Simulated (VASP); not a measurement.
# Ti (Im-3m) in VASP: equation of state, part 2 of 2

VASP 6.6.1. Earlier steps stand in the parts before.

## (3) Equation of state, PBE, 16.97 Å³/atom (volume scaled by 0.96)

File INCAR:

```
PREC = Accurate
ENCUT = 520
EDIFF = 1E-7
ISMEAR = -1
SIGMA = 0.05
LREAL = False
LASPH = True
NELM = 100
ALGO = Normal
ISIF = 2
LWAVE = False
LCHARG = False
GGA = PE
NBANDS = 12
```

File KPOINTS:

```
Automatic mesh
0
Gamma
  11 11 11
```

File POSCAR:

```
Ti
1.0
   -1.6188216056      1.6188216056      1.6188216056
    1.6188216056     -1.6188216056      1.6188216056
    1.6188216056      1.6188216056     -1.6188216056
Ti
1
Direct
    0.0000000000      0.0000000000      0.0000000000
```

Potentials or basis: VASP PAW PBE potentials, release 64 (Ti_sv).

Started as:

```console
$ cat potpaw_PBE.64/Ti_sv/POTCAR > POTCAR
$ mpirun -np 1 vasp_std > vasp.out
```

OUTCAR:

```text
PREC = Accurate
   ENCUT = 520
   EDIFF = 1E-7
   ISMEAR = -1
   LREAL = False
   LASPH = True
   NELM = 100
   ISIF = 2
   GGA = PE

 ion  position               nearest neighbor table
   1  0.000  0.000  0.000-

  LATTYP: Found a body centered cubic cell.
 ALAT       =     3.2376432112

  Lattice vectors:

 A1 = (  -1.6188216056,   1.6188216056,   1.6188216056)
 A2 = (   1.6188216056,  -1.6188216056,   1.6188216056)
[... 804 lines left out ...]
     10      17.0905      0.00000
     11      17.0905      0.00000
     12      17.7979      0.00000

 [... further k-points ...]

------------------------ aborting loop because EDIFF is reached ----------------------------------------

  FORCE on cell =-STRESS in cart. coord.  units (eV):
  Direction    XX          YY          ZZ          XY          YZ          ZX
  --------------------------------------------------------------------------------------
  -------------------------------------------------------------------------------------
  Total        0.1536801      0.1536801      0.1536801     -0.0000000     -0.0000000      0.0000000
  in kB       14.5101293     14.5101293     14.5101293     -0.0000000     -0.0000000      0.0000000
  external PRESSURE =      14.5101293 kB  Pullay stress =       0.0000000 kB

 VOLUME and BASIS-vectors are now :
 -----------------------------------------------------------------------------
  energy-cutoff  :      520.00
  volume of cell :       16.97
      direct lattice vectors                 reciprocal lattice vectors
    -1.618821606  1.618821606  1.618821606     0.000000000  0.308866646  0.308866646
     1.618821606 -1.618821606  1.618821606     0.308866646  0.000000000  0.308866646
     1.618821606  1.618821606 -1.618821606     0.308866646  0.308866646  0.000000000

 POSITION                                       TOTAL-FORCE (eV/Angst)
 -----------------------------------------------------------------------------------
      0.00000      0.00000      0.00000         0.000000     -0.000000     -0.000000
 -----------------------------------------------------------------------------------
    total drift:                                0.000000      0.000000      0.000000

  FREE ENERGIE OF THE ION-ELECTRON SYSTEM (eV)
  ---------------------------------------------------
  free  energy   TOTEN  =        -7.7323086103 eV

  energy  without entropy=       -7.7115214718  energy(sigma->0) =       -7.72191504
```

OSZICAR:

```text
N       E                     dE             d eps       ncg     rms          rms(c)
DAV:   1     0.855167046283E+02    0.85517E+02   -0.65627E+03  1352   0.122E+03
DAV:   2    -0.458493568106E+01   -0.90102E+02   -0.87786E+02  1356   0.296E+02
DAV:   3    -0.863442584713E+01   -0.40495E+01   -0.40029E+01  1840   0.641E+01
DAV:   4    -0.872388971398E+01   -0.89464E-01   -0.89393E-01  1516   0.813E+00
DAV:   5    -0.872575508071E+01   -0.18654E-02   -0.18653E-02  1552   0.106E+00    0.844E+00
DAV:   6    -0.772264988847E+01    0.10031E+01   -0.23497E+00  1452   0.219E+01    0.216E+00
DAV:   7    -0.772101036797E+01    0.16395E-02   -0.74530E-02  1592   0.291E+00    0.128E+00
DAV:   8    -0.773184660027E+01   -0.10836E-01   -0.36533E-02  1424   0.223E+00    0.110E-01
DAV:   9    -0.773229419617E+01   -0.44760E-03   -0.31429E-03  1600   0.546E-01    0.855E-02
DAV:  10    -0.773233861220E+01   -0.44416E-04   -0.23752E-04  1444   0.178E-01    0.167E-02
DAV:  11    -0.773230759568E+01    0.31017E-04   -0.20174E-05  1576   0.686E-02    0.692E-03
DAV:  12    -0.773230807938E+01   -0.48370E-06   -0.11382E-06  1456   0.136E-02    0.866E-04
DAV:  13    -0.773230864803E+01   -0.56865E-06   -0.30287E-07  1572   0.314E-03    0.178E-03
DAV:  14    -0.773230861033E+01    0.37697E-07   -0.31658E-08   848   0.190E-03
   1 F= -.77323086E+01 E0= -.77219150E+01  d E =-.207871E-01
```

stdout:

```text
POSCAR found type information on POSCAR Ti
 POSCAR found :  1 types and       1 ions
 scaLAPACK will be used
 LDA part: xc-table for (Slater+PW92), standard interpolation
 POSCAR, INCAR and KPOINTS ok, starting setup
 FFT: planning ... GRIDC
 FFT: planning ... GRID_SOFT
 FFT: planning ... GRID
 WAVECAR not read
 entering main loop
```

Wall time 7.7 s (1 thread of Intel Xeon Platinum 8488C (Sapphire Rapids), shared host); peak memory 0.14 GiB.

Results:

| Quantity | Value |
| --- | --- |
| Free energy | -7.7323 eV |
| Pressure | 1.5 GPa |
| Band gap on the k mesh | none (metal or under the smearing width) |

## (4) Equation of state, PBE, 17.32 Å³/atom (volume scaled by 0.98)

Changes to INCAR since step 3:

```diff
@@ -7,3 +7,3 @@
 LASPH = True
-NELM = 100
+NELM = 80
 ALGO = Normal
```

File KPOINTS:

```
regular mesh
0
Gamma
  11 11 11
```

File POSCAR:

```
Ti
1.0
   -1.6299862453      1.6299862453      1.6299862453
    1.6299862453     -1.6299862453      1.6299862453
    1.6299862453      1.6299862453     -1.6299862453
Ti
1
Direct
    0.0000000000      0.0000000000      0.0000000000
```

Started as:

```console
$ cat potpaw_PBE.64/Ti_sv/POTCAR > POTCAR
$ mpirun -np 1 vasp_std > vasp.out
```

It took 8.3 s on 1 thread of Intel Xeon Platinum 8488C (Sapphire Rapids), shared host; peak memory 0.14 GiB.

Results (log left out):

* Free energy: -7.7332 eV
* Pressure: -0.7 GPa
* Band gap on the k mesh: none (metal or under the smearing width)

## (5) Equation of state, PBE, 18.03 Å³/atom (volume scaled by 1.02)

File INCAR:

```
SYSTEM = Ti
PREC = Accurate
ENCUT = 520
EDIFF = 1E-7
ISMEAR = -1
SIGMA = 0.05
LREAL = .FALSE.
LASPH = .TRUE.
NELM = 80
ALGO = Normal
ISIF = 2
LWAVE = .FALSE.
LCHARG = .FALSE.
GGA = PE
NBANDS = 12
```

File KPOINTS:

```
Automatic mesh
0
G
  11 11 11
  0 0 0
```

File POSCAR:

```
Ti
1.0
   -1.6518678664      1.6518678664      1.6518678664
    1.6518678664     -1.6518678664      1.6518678664
    1.6518678664      1.6518678664     -1.6518678664
Ti
1
Direct
    0.0000000000      0.0000000000      0.0000000000
```

Started as:

```console
$ cat potpaw_PBE.64/Ti_sv/POTCAR > POTCAR
$ mpirun -np 1 vasp_std > vasp.out
```

Run time: 8.1 s. Hardware: 1 thread of Intel Xeon Platinum 8488C (Sapphire Rapids), shared host; peak memory 0.13 GiB.

Results (log left out):

```yaml
Free_energy: -7.7216 eV
Pressure: -4.6 GPa
Band_gap_on_the_k_mesh: none (metal or under the smearing width)
```

## (6) Equation of state, PBE, 18.38 Å³/atom (volume scaled by 1.04)

File INCAR:

```
SYSTEM = Ti
PREC = Accurate ; ENCUT = 520
EDIFF = 1E-7 ; ISMEAR = -1
SIGMA = 0.05 ; LREAL = .False.
LASPH = .True. ; NELM = 100
ALGO = Normal ; ISIF = 2
LWAVE = .False. ; LCHARG = .False.
GGA = PE ; NBANDS = 12
```

File KPOINTS:

```
regular mesh
0
Gamma
  11 11 11
  0 0 0
```

File POSCAR:

```
Ti
1.0
   -1.6625945817      1.6625945817      1.6625945817
    1.6625945817     -1.6625945817      1.6625945817
    1.6625945817      1.6625945817     -1.6625945817
Ti
1
Direct
    0.0000000000      0.0000000000      0.0000000000
```

Potentials or basis: VASP PAW PBE potentials, release 64 (Ti_sv).

Started as:

```console
$ cat potpaw_PBE.64/Ti_sv/POTCAR > POTCAR
$ mpirun -np 1 vasp_std > vasp.out
```

Wall time 8.5 s (1 thread of Intel Xeon Platinum 8488C (Sapphire Rapids), shared host); peak memory 0.14 GiB.

The run converged. Its results:

- Free energy: -7.7098 eV
- Pressure: -6.2 GPa
- Band gap on the k mesh: none (metal or under the smearing width)

## (7) Equation of state, PBE, 18.74 Å³/atom (volume scaled by 1.06)

File INCAR:

```
ALGO = Normal
EDIFF = 1E-7
ENCUT = 520
GGA = PE
ISIF = 2
ISMEAR = -1
LASPH = T
LCHARG = F
LREAL = F
LWAVE = F
NBANDS = 12
NELM = 80
PREC = Accurate
SIGMA = 0.05
```

File KPOINTS:

```
k-points
0
Gamma
  11 11 11
```

File POSCAR:

```
Ti
1.0
   -1.6731846416      1.6731846416      1.6731846416
    1.6731846416     -1.6731846416      1.6731846416
    1.6731846416      1.6731846416     -1.6731846416
Ti
1
Direct
    0.0000000000      0.0000000000      0.0000000000
```

Started as:

```console
$ cat potpaw_PBE.64/Ti_sv/POTCAR > POTCAR
$ mpirun -np 1 vasp_std > vasp.out
```

Wall time 8.7 s (1 thread of Intel Xeon Platinum 8488C (Sapphire Rapids), shared host); peak memory 0.14 GiB.

The run converged. Its results:

```yaml
Free_energy: -7.6945 eV
Pressure: -7.7 GPa
Band_gap_on_the_k_mesh: none (metal or under the smearing width)
```

## (8) Equation of state, PBE

No new run: the results of the series are fitted here.

Results:

| Item | Value |
| --- | --- |
| Equilibrium volume | 17.21 Å³/atom |
| Bulk modulus | 105 GPa |
| Pressure derivative of the bulk modulus | 3.5 |

Energy against volume, from the lowest point:
| volume (Å³/atom) | energy (meV/atom) |
| --- | --- |
| 16.616 | 6.86 |
| 16.969 | 0.89 |
| 17.323 | 0.00 |
| 17.676 | 3.71 |
| 18.030 | 11.63 |
| 18.383 | 23.40 |
| 18.737 | 38.67 |
